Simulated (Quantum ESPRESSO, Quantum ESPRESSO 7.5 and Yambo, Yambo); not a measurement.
# P (puckered monolayer): G0W0 with Yambo, start to end

How does a plane-wave GW calculation on P (puckered monolayer) run from the first input to the gap?

Main program and level: Quantum ESPRESSO 7.5 and Yambo 5.3.0; PBE and many-body steps on it, plane waves.

**The experiments to reproduce.**

- Gap 1 eV: monolayer transport gap from transistor characteristics; field-effect transistor transfer characteristics; monolayer (quoted in “Exceptional and Anisotropic Transport Properties of Photocarriers in Black Phosphorus”, 2015, arxiv:1503.08525).

- Gap 2.2 eV: quasiparticle gap; monolayer (quoted in “Experimental evidence of monolayer arsenene: An exotic two-dimensional semiconducting material”, 2018, arxiv:1812.05978).

- Gap 1.67 eV: optical gap of monolayer from PL emission peak; photoluminescence; 300 K; monolayer (exfoliated monolayer) (“Infrared fingerprints of few-layer black phosphorus”, 2016, arxiv:1607.08049).

- Gap 2.102 ± 0.015 eV: optical gap, neutral exciton PL emission energy (mean over flakes); low-temperature micro-photoluminescence; monolayer (exfoliated flakes on Si with about 2 nm native oxide) on Si (“Excitons in atomically thin black phosphorus”, 2016, arxiv:1601.01110).

- Gap 1.991 ± 0.036 eV: optical gap, neutral exciton PL emission energy (mean over flakes); low-temperature micro-photoluminescence; monolayer (exfoliated flakes on Si with 300 nm SiO2) on SiO2/Si (“Excitons in atomically thin black phosphorus”, 2016, arxiv:1601.01110).

This is a selection; 2 further reports are not listed.

Report form: the programs' logs are mostly left out.

## 1. Set-up

The cell holds 4 atoms: 4 P. Its edges and angles: a = 4.627 Å, b = 3.304 Å, c = 14.000 Å, α = 90.0°, β = 90.0°, γ = 90.0°. Vacuum lies along c.

As a file:

```cif
data_structure
_symmetry_space_group_name_H-M 'P 1'
_symmetry_Int_Tables_number 1
_cell_length_a 4.6272
_cell_length_b 3.3044
_cell_length_c 14.0000
_cell_angle_alpha 90.000
_cell_angle_beta 90.000
_cell_angle_gamma 90.000
_cell_volume 214.06
loop_
_atom_site_label
_atom_site_type_symbol
_atom_site_fract_x
_atom_site_fract_y
_atom_site_fract_z
_atom_site_occupancy
P1 P 0.08877 0.00000 0.57527 1
P2 P 0.41123 0.50000 0.57527 1
P3 P 0.58877 0.50000 0.42473 1
P4 P 0.91123 0.00000 0.42473 1
```

The structure was relaxed with PBE. The runs that relaxed it are not among those shown.

## 2. Ground state

This step: Quantum ESPRESSO 7.5; DFT, PBE, plane waves, norm-conserving pseudopotentials.

The ground-state density comes first.

File pw.in:

```
&control
  calculation = 'scf'
  prefix = 'x'
  outdir = 'o'
  pseudo_dir = 'pseudo'
/
&system
  ibrav = 0
  nat = 4
  ntyp = 1
  ecutwfc = 36.0
  nbnd = 16
  force_symmorphic = .true.
/
&electrons
  conv_thr = 1e-10
  electron_maxstep = 80
  mixing_beta = 0.5
/
ATOMIC_SPECIES
  P 30.974 P.upf
CELL_PARAMETERS angstrom
  4.6271599610 0.0000000000 0.0000000000
  0.0000000000 3.3043513570 0.0000000000
  0.0000000000 0.0000000000 14.0000000000
ATOMIC_POSITIONS crystal
  P 0.0887696193 0.0000000000 0.5752654040
  P 0.4112303807 0.5000000000 0.5752654040
  P 0.5887696193 0.5000000000 0.4247346300
  P 0.9112303807 0.0000000000 0.4247346300
K_POINTS automatic
  8 10 1 0 0 0
```

On the command line:

```sh
OMP_NUM_THREADS=1 mpirun -n 8 pw.x -nk 8 -in pw.in > pw.out
```

The job ended after 12 s (8 MPI ranks of Arm Neoverse V2, shared host; peak memory 0.6 GiB).

This step gave:

- total energy: -753.6752 eV
- gap: 0.9076 eV
- k of the valence top: 0, 0, 0
- k of the conduction bottom: 0, 0, 0
- least direct gap: 0.9076 eV

The gap is direct, at Γ.

## 3. Empty states on the mesh, 6×6×1 mesh, 70 bands

The sums over transitions need many empty states on a uniform mesh; this step solves for them.

pw.in, as its differences from that of step 2:

```diff
@@ -1,3 +1,3 @@
 &control
-  calculation = 'scf'
+  calculation = 'nscf'
   prefix = 'x'
@@ -11,3 +11,3 @@
   ecutwfc = 36.0
-  nbnd = 16
+  nbnd = 70
   force_symmorphic = .true.
@@ -15,5 +15,6 @@
 &electrons
-  conv_thr = 1e-10
+  conv_thr = 1e-9
   electron_maxstep = 80
-  mixing_beta = 0.5
+  diago_full_acc = .true.
+  diago_thr_init = 5e-6
 /
@@ -31,2 +32,2 @@
 K_POINTS automatic
-  8 10 1 0 0 0
+  6 6 1 0 0 0
```

On the command line:

```sh
OMP_NUM_THREADS=1 mpirun -n 8 pw.x -nk 4 -in pw.in > pw.out
```

It took 14 s on 8 MPI ranks; peak memory 0.5 GiB; 72 s of CPU time.

Numbers from this step:

```yaml
gap: 0.9076 eV
k_of_the_valence_top: 0, 0, 0
k_of_the_conduction_bottom: 0, 0, 0
least_direct_gap: 0.9076 eV
k_points_computed: 16
lowest_point_of_the_top_converged_band_above_the_valence_top: 22.67 eV
```

On this mesh the gap is 0.908 eV.

## 4. Conversion and set-up

This step: Yambo 5.3.0; conversion and set-up on PBE, plane waves, norm-conserving pseudopotentials.

The states are converted to the many-body program's format and the q mesh is built.

On the command line:

```sh
(cd o/x.save; p2y > p2y.log; mv SAVE ../..); yambo > setup.log
```

Run time: 2.2 s. Hardware: 1 MPI rank; peak memory 0.24 GiB.

## 5. Screening and self-energy, 6×6×1 mesh, 70 bands, screening to 88.4 eV

Now the one-shot GW correction: screening in the RPA, then the self-energy of the levels asked for.

This step: G0W0 on PBE, plane waves, norm-conserving pseudopotentials.

File gw1.in:

```
HF_and_locXC
gw0
dyson
ppa
em1d
rim_cut
rim_w
RandQpts= 3000000
RandGvec= 100 RL
CUTGeo= "slab z"
RandGvecW= 9 RL
EXXRLvcs= 36 Ry
VXCRLvcs= 144 Ry
Chimod= "HARTREE"
% BndsRnXp
 1 | 70 |
%
NGsBlkXp= 6.5 Ry
% LongDrXp
 1 | 1 | 0 |
%
% GbndRnge
 1 | 70 |
%
DysSolver= "n"
ExtendOut
PPAPntXp= 27.21138 eV
% QPkrange
 1 | 1 | 9 | 12 |
%
```

On the command line:

```sh
OMP_NUM_THREADS=2 mpirun -n 4 yambo -F gw1.in -J gw1 -C gw1 > gw1.log
```

Run time: 2.1 min. Hardware: 4 MPI ranks; peak memory 2.1 GiB; 7.3 min of CPU time.

This step gave:

| Item | Value |
| --- | --- |
| G0W0 gap on the points computed | 1.950 eV |
| starting gap on the mesh | 0.9076 eV |
| k of the valence top | 0, 0, 0 |
| k of the conduction bottom | 0, 0, 0 |
| least direct G0W0 gap on the computed points | 1.950 eV |
| Z at the valence top | 0.7352 |
| Z at the conduction bottom | 0.7453 |

The gap on the mesh goes from 0.91 eV to 1.95 eV, a correction of +1.04 eV.

Limits: finite bands, cutoff and mesh. v1 is the top filled band, c1 the lowest empty one. Levels before and after the correction, in eV, zero at the valence-band top of each column:

```tsv
	conduction bottom	valence top
Kohn-Sham	0.91	0.00
G0W0	1.95	0.00
```

```tsv
	level	energy (eV)
Kohn-Sham	Γ v2	-1.638
Kohn-Sham	Γ v1	0.000
Kohn-Sham	Γ c1	0.908
Kohn-Sham	Γ c2	1.643
G0W0	Γ v2	-1.889
G0W0	Γ v1	0.000
G0W0	Γ c1	1.950
G0W0	Γ c2	2.937
```

## 6. Where the time went

Times are wall times on the hardware named with each run. The host was busy with other work, so they are no guide to cost.

```tsv
step	time	share	memory (GiB)
ground state	12 s	8 %	0.6
empty states on the mesh	14 s	9 %	0.5
conversion and set-up	2.2 s	1 %	0.24
screening and self-energy	2.1 min	82 %	2.1
```

## 7. What came out

```
PBE gap              : 0.91 eV, direct
G0W0 gap on the mesh : 1.95 eV
GW settings          : 6×6×1 mesh, 70 bands, screening to 88.4 eV, Godby-Needs plasmon pole
known limits         : not at the basis limit
```

G0W0 moves the gap on the mesh from 0.91 eV to 1.95 eV (+1.04 eV), with Z of 0.74 and 0.75 at the edges. Only 1 of the mesh's irreducible points was corrected, so a valley elsewhere could overtake. The dearest step here is «screening and self-energy». Against experiment, by G0W0@PBE: the gap of 1.95 eV lies +0.95 eV from the measured 1 eV (transport, quoted 2015); the gap of 1.95 eV lies −0.25 eV from the measured 2.2 eV (electronic, quoted 2018); the direct gap of 1.95 eV lies +0.28 eV from the measured 1.67 eV (exciton, 300 K, 2016); the direct gap of 1.95 eV lies −0.15 eV from the measured 2.102 ± 0.015 eV (exciton, on Si, 2016); the direct gap of 1.95 eV lies −0.04 eV from the measured 1.991 ± 0.036 eV (exciton, on SiO2/Si, 2016). An exciton line or allowed optical edge lies below the quasiparticle gap by the binding energy; a forbidden edge can push the onset above it. The computed sheet is free-standing; a substrate or cover screens it further and lowers both gap and binding, while the exciton line moves little. The calculation has static nuclei and no excitons; a measured gap holds zero-point and thermal motion, which mostly lowers it. Bands and cutoff are finite, so the gap is not at the basis limit. The miss can reach some tenths of an eV and take either sign; the mesh is an error of its own. In the G0W0 run levels were corrected at 1 k point alone, so a gap called «on the mesh» is the least over those, and an edge elsewhere would be missed.

[Paths, hosts, dates, memory and timing lines, banners, echoed tables and standing remarks are left out of the program output.]

[Logs are printed without paths, hosts, clocks, repeated set-up lines and the standing remarks that a program may print on its own settings, such as how far it seeks lower states.]

[Runs of the session that timed out or met a known fault of the program may be left out.]

[Hosts, paths, dates, database ids (printed as entryN), source tags and the programs' standing remarks are cut or masked in the printed files.]
